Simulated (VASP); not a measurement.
**VSi23 (a cell with a defect): single point with PBEsol+U**

Crystal: VSi23 (a cell with a defect).

```
V Si
1.0
     0.00000    8.15550    8.15550
     5.43700    0.00000    5.43700
     5.43700    5.43700    0.00000
V Si
1 23
Direct
  0.99169 0.00201 0.00058
  0.00373 0.00169 0.49806
  0.00395 0.49694 0.00018
  0.00357 0.49991 0.49557
  0.32769 0.00456 0.00459
  0.33786 0.00001 0.49411
  0.33817 0.49436 0.99960
  0.33353 0.49990 0.49966
  0.66905 0.99937 0.99990
  0.66331 0.00076 0.50764
  0.66384 0.50757 0.99998
  0.66863 0.49908 0.49925
  0.08123 0.12605 0.12713
  0.08965 0.12709 0.61597
  0.09011 0.61726 0.12287
  0.08341 0.62633 0.62490
  0.42268 0.11982 0.11952
  0.41443 0.12412 0.63088
  0.41483 0.63102 0.12394
  0.41828 0.62424 0.62404
  0.73254 0.13694 0.13684
  0.75390 0.12342 0.62520
  0.75410 0.62463 0.12367
  0.75254 0.62462 0.62375
```

| Item | Value |
| --- | --- |
| Program | VASP 6.6.1 |
| Task | single point |
| Functional | PBEsol |
| Potentials or basis | VASP PAW PBE potentials, release 64 (V_sv, Si) |
| Cutoff | 350 eV |
| k mesh | 2 × 3 × 3 |
| Occupations | gaussian, width 0.03 eV |
| Spin | collinear spin, ferromagnetic start |
| Starting moments | [2.0, 0.0, 0.0, 0.0, 0.0, 0.0, 0.0, 0.0, 0.0, 0.0, 0.0, 0.0, 0.0, 0.0, 0.0, 0.0, 0.0, 0.0, 0.0, 0.0, 0.0, 0.0, 0.0, 0.0] μB |
| Fixed moment | 2 μB |
| Hubbard terms | V d U = 3 eV |

```json
{
  "Largest force": "0.030 eV/Å",
  "Net moment": "2.00 μB per cell",
  "Site moments": "V +2.10; Si +0.01, -0.00, +0.00, -0.05, -0.01, -0.04 μB",
  "Valence electrons inside the program's atomic spheres": "V 11.56; Si 1.70, 1.69, 1.71, 1.75"
}
```

Forces in eV/Å, atoms in the order of the input:
```
V   -0.004  0.005 -0.006
Si  -0.005  0.004 -0.007
Si   0.013  0.000  0.009
Si  -0.005  0.013 -0.008
Si  -0.012 -0.015 -0.005
Si  -0.004 -0.002  0.016
Si  -0.004  0.021  0.004
Si  -0.003  0.020  0.018
Si  -0.002 -0.016 -0.010
Si  -0.012 -0.001  0.016
Si   0.004  0.012 -0.001
Si   0.011  0.011  0.013
Si  -0.009 -0.016 -0.023
Si   0.000 -0.001  0.002
Si   0.006 -0.009  0.000
Si  -0.024  0.006  0.012
Si   0.002  0.006  0.000
Si   0.014  0.011 -0.021
Si  -0.005 -0.029  0.004
Si   0.010 -0.004  0.003
Si   0.005  0.011 -0.002
Si   0.013 -0.008 -0.003
Si   0.002 -0.014 -0.004
Si   0.009 -0.007 -0.004
```

Eigenvalues of the final occupation matrices:
```tsv
site	spin	trace	eigenvalues
site 1 d	1	2.60	0.33 0.36 0.37 0.77 0.77
site 1 d	2	0.51	0.02 0.02 0.14 0.17 0.17
```

Wall time 120 s on 4 MPI ranks on Intel(R) Xeon(R) 6975P-C (Granite Rapids), with other jobs on the host, peak memory 0.64 GiB a rank.

Caveat: the cell is charged against a uniform background, so pressure and absolute levels hang on convention; the PAW data sets were made with another functional, which shifts forces and pressure a little; the total moment is fixed, so each spin has its own Fermi level; the U is typed as a test and isn't derived for this compound. The state reached can hang on the start; a lower one may exist.
